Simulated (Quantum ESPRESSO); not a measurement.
# ZnSe (Stilleite) (F-43m) in Quantum ESPRESSO: reference runs, part 2 of 2

Quantum ESPRESSO 7.5. The steps go on from the part before.

### 3 Single point, PBE (atoms moved at random, drawn with an rms of 0.05 Å)

The input, pw.in:

```
&CONTROL
  calculation = 'scf'
  prefix = 'pwscf'
  outdir = './tmp'
  pseudo_dir = './pseudo'
  tprnfor = .true.
  tstress = .true.
  disk_io = 'nowf'
/
&SYSTEM
  ibrav = 0
  nat = 2
  ntyp = 2
  ecutwfc = 55
  ecutrho = 440
  nbnd = 20
  occupations = 'smearing'
  smearing = 'fd'
  degauss = 0.00367493
/
&ELECTRONS
  conv_thr = 4d-10
  electron_maxstep = 120
  mixing_beta = 0.5
/
ATOMIC_SPECIES
Se    78.9710 Se_pbe_v1.uspp.F.UPF
Zn    65.3800 Zn_pbe_v1.uspp.F.UPF
CELL_PARAMETERS angstrom
   0.0000000000    2.8338000000    2.8338000000
   2.8338000000    0.0000000000    2.8338000000
   2.8338000000    2.8338000000    0.0000000000
ATOMIC_POSITIONS crystal
Se     0.7492290000    0.7524180000    0.7487920000
Zn    -0.0092010000   -0.0086460000    0.0078680000
K_POINTS automatic
8 8 8 0 0 0
```

Potentials or basis: SSSP 1.3 efficiency PBE.

The run is started by

```sh
$ OMP_NUM_THREADS=1 pw.x -in pw.in > pw.out
```

pw.out:

```text
This program is part of the open-source Quantum ESPRESSO suite
     for quantum simulation of materials; please cite
         "P. Giannozzi et al., J. Phys.:Condens. Matter 21 395502 (2009);
         "P. Giannozzi et al., J. Phys.:Condens. Matter 29 465901 (2017);
         "P. Giannozzi et al., J. Chem. Phys. 152 154105 (2020);
     in publications or presentations arising from this work. More details at

     Subspace diagonalization in iterative solution of the eigenvalue problem:
     a serial algorithm will be used

     G-vector sticks info
     --------------------
     sticks:   dense  smooth     PW     G-vecs:    dense   smooth      PW
     Sum        1735     859    253                47831    16865    2741

     Using Slab Decomposition

     bravais-lattice index     =            0
     lattice parameter (alat)  =       7.5733  a.u.
     unit-cell volume          =     307.1384 (a.u.)^3
     number of atoms/cell      =            2
     number of atomic types    =            2
     number of electrons       =        26.00
     number of Kohn-Sham states=           20
     kinetic-energy cutoff     =      55.0000  Ry
     charge density cutoff     =     440.0000  Ry
     scf convergence threshold =      4.0E-10
     mixing beta               =       0.5000
     number of iterations used =            8  plain     mixing
     Exchange-correlation= SLA  PW   PBE  PBE
                           (   1   4   3   4   0   0   0)

     celldm(1)=   7.573263  celldm(2)=   0.000000  celldm(3)=   0.000000
     celldm(4)=   0.000000  celldm(5)=   0.000000  celldm(6)=   0.000000

     crystal axes: (cart. coord. in units of alat)
               a(1) = (   0.000000   0.707107   0.707107 )
               a(2) = (   0.707107   0.000000   0.707107 )
               a(3) = (   0.707107   0.707107   0.000000 )

     reciprocal axes: (cart. coord. in units 2 pi/alat)
               b(1) = ( -0.707107  0.707107  0.707107 )
               b(2) = (  0.707107 -0.707107  0.707107 )
               b(3) = (  0.707107  0.707107 -0.707107 )

     PseudoPot. # 1 for Se read from file:
     Se_pbe_v1.uspp.F.UPF
     Pseudo is Ultrasoft + core correction, Zval =  6.0
     Generated by new atomic code, or converted to UPF format
     Using radial grid of  877 points,  6 beta functions with:
                l(1) =   0
                l(2) =   0
                l(3) =   1
                l(4) =   1
                l(5) =   2
                l(6) =   2
     Q(r) pseudized with  8 coefficients,  rinner =    1.300   1.300   1.300
                                                       1.300   1.300

     PseudoPot. # 2 for Zn read from file:
     Zn_pbe_v1.uspp.F.UPF
     Pseudo is Ultrasoft, Zval = 20.0
     Generated by new atomic code, or converted to UPF format
     Using radial grid of  943 points,  6 beta functions with:
                l(1) =   0
                l(2) =   0
                l(3) =   1
                l(4) =   1
                l(5) =   2
                l(6) =   2
     Q(r) pseudized with  8 coefficients,  rinner =    1.100   1.100   1.100
                                                       1.100   1.100

     atomic species   valence    mass     pseudopotential
     Se                6.00    78.97100     Se( 1.00)
     Zn               20.00    65.38000     Zn( 1.00)

     No symmetry found

   Cartesian axes

     site n.     atom                  positions (alat units)
         1        Se     tau(   1) = (   1.0615158   1.0592608   1.0618248  )
         2        Zn     tau(   2) = (  -0.0005501  -0.0009426  -0.0126197  )

     number of k points=   260  Fermi-Dirac smearing, width (Ry)=  0.0037

     Number of k-points >= 100: set verbosity='high' to print them.

     Dense  grid:    47831 G-vectors     FFT dimensions: (  54,  54,  54)

     Smooth grid:    16865 G-vectors     FFT dimensions: (  36,  36,  36)

     Initial potential from superposition of free atoms

     starting charge      25.9998, renormalised to      26.0000
     Starting wfcs are   17 randomized atomic wfcs +    3 random wfcs

     Self-consistent Calculation

     iteration #  1     ecut=    55.00 Ry     beta= 0.50
     Davidson diagonalization with overlap
     ethr =  1.00E-02,  avg # of iterations =  5.2

     Threshold (ethr) on eigenvalues was too large:
     Diagonalizing with lowered threshold

     Davidson diagonalization with overlap
     ethr =  2.87E-04,  avg # of iterations =  1.4

     total energy              =    -505.23894551 Ry
     estimated scf accuracy    <       0.07362004 Ry

     iteration #  2     ecut=    55.00 Ry     beta= 0.50
     Davidson diagonalization with overlap
     ethr =  2.83E-04,  avg # of iterations =  2.2

     total energy              =    -505.25567724 Ry
     estimated scf accuracy    <       0.02049421 Ry

     iteration #  3     ecut=    55.00 Ry     beta= 0.50
     Davidson diagonalization with overlap
     ethr =  7.88E-05,  avg # of iterations =  2.1

     total energy              =    -505.25988469 Ry
     estimated scf accuracy    <       0.00152949 Ry

     iteration #  4     ecut=    55.00 Ry     beta= 0.50
     Davidson diagonalization with overlap
     ethr =  5.88E-06,  avg # of iterations =  4.2

     total energy              =    -505.25999733 Ry
     estimated scf accuracy    <       0.00019491 Ry

     iteration #  5     ecut=    55.00 Ry     beta= 0.50
     Davidson diagonalization with overlap
     ethr =  7.50E-07,  avg # of iterations =  3.8

     total energy              =    -505.26001789 Ry
     estimated scf accuracy    <       0.00000130 Ry

     iteration #  6     ecut=    55.00 Ry     beta= 0.50
     Davidson diagonalization with overlap
     ethr =  4.99E-09,  avg # of iterations =  5.5

     total energy              =    -505.26002040 Ry
     estimated scf accuracy    <       0.00000013 Ry

     iteration #  7     ecut=    55.00 Ry     beta= 0.50
     Davidson diagonalization with overlap
     ethr =  5.00E-10,  avg # of iterations =  2.4

     total energy              =    -505.26002044 Ry
     estimated scf accuracy    <       0.00000002 Ry

     iteration #  8     ecut=    55.00 Ry     beta= 0.50
     Davidson diagonalization with overlap
     ethr =  7.82E-11,  avg # of iterations =  2.5

     total energy              =    -505.26002044 Ry
     estimated scf accuracy    <          1.2E-09 Ry

     iteration #  9     ecut=    55.00 Ry     beta= 0.50
     Davidson diagonalization with overlap
     ethr =  4.67E-12,  avg # of iterations =  4.3

     End of self-consistent calculation

     Number of k-points >= 100: set verbosity='high' to print the bands.

     the Fermi energy is     7.0418 ev

!    total energy              =    -505.26002044 Ry
     estimated scf accuracy    <          2.4E-10 Ry
     smearing contrib. (-TS)   =      -0.00000000 Ry
     internal energy E=F+TS    =    -505.26002044 Ry

     The total energy is F=E-TS. E is the sum of the following terms:
     one-electron contribution =    -470.06881047 Ry
     hartree contribution      =     241.35866312 Ry
     xc contribution           =     -71.95338454 Ry
     ewald contribution        =    -204.59648855 Ry

     convergence has been achieved in   9 iterations

     Forces acting on atoms (cartesian axes, Ry/au):

     atom    1 type  1   force =    -0.00116696    0.00015554   -0.01208952
     atom    2 type  2   force =     0.00116696   -0.00015554    0.01208952

     Total force =     0.017178     Total SCF correction =     0.000003

     Computing stress (Cartesian axis) and pressure

          total   stress  (Ry/bohr**3)                   (kbar)     P=       22.53
   0.00015503   0.00007637  -0.00000111           22.81       11.24       -0.16
   0.00007637   0.00015508   0.00000738           11.24       22.81        1.09
  -0.00000111   0.00000738   0.00014945           -0.16        1.09       21.98

=------------------------------------------------------------------------------=
   JOB DONE.
=------------------------------------------------------------------------------=
```

Run time: 2.7 min. Hardware: 1 thread of Intel Xeon Platinum 8488C (Sapphire Rapids), shared host; peak memory 0.38 GiB.

What came out:

| Property | Result |
| --- | --- |
| Free energy | -6874.4128 eV |
| Pressure | 2.3 GPa |
| Largest force | 0.312 eV/Å |
| Band gap on the k mesh | 1.23 eV, direct |

Forces in eV/Å, atoms in the order of the input:
```
Se  -0.030  0.004 -0.311
Zn   0.030 -0.004  0.311
```

### 4 Comparison with measurements

Step 2. Measured gap of ZnSe: 2.695 eV (an exciton energy, a little under the gap; 300 K; “Alloy Disordering Effects on the Thermal Conductivity and Energy Gap Temperature Dependence of Cd1−xZnxSe Ternary Crystals Grown by the Bridgman Method”, 2023, pmc:10253836). This calculation gives 1.28 eV (-1.41 eV). So large a miss can be the level of theory's own, or it may mean another phase, state or a wrong row. Spin-orbit coupling on Se is left out. The value is that of PBE, without temperature or zero-point motion. Semilocal functionals fall short of measured gaps as a rule.
